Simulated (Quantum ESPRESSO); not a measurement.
# Si2Ni: Wannier functions under several settings

```xyz
3
Lattice="0.0000 2.7030 2.7030 2.7030 0.0000 2.7030 2.7030 2.7030 0.0000" Properties=species:S:1:pos:R:3 pbc="T T T"
Ni    0.0000    0.0000    0.0000
Si    4.0545    4.0545    4.0545
Si    1.3515    1.3515    1.3515
```

All runs used Quantum ESPRESSO 7.5; potentials GBRV 1.5 LDA; k mesh 7 × 7 × 7; given cell; collinear spin, ferromagnetic start; cutoff 612 eV; occupations fermi-dirac, width 0.05 eV.

```tsv
level	start	Wannier mesh	spread a function (Å²)	RMS miss of the bands (meV)
LDA	atomic projections with disentanglement	5 × 5 × 5	1.04	28
LDA	atomic projections with disentanglement, not minimised	5 × 5 × 5	?	?
LDA	SCDM with an erfc weight	5 × 5 × 5	2.55	58
```

**Question.** What stands in the row left open?

**Answer.** Spread a function 1.66 Å²; RMS miss of the bands 31 meV.

Caveats: the Wannier minimisation didn't converge (some runs).

For the row left open. Caveat: the k mesh is coarse.
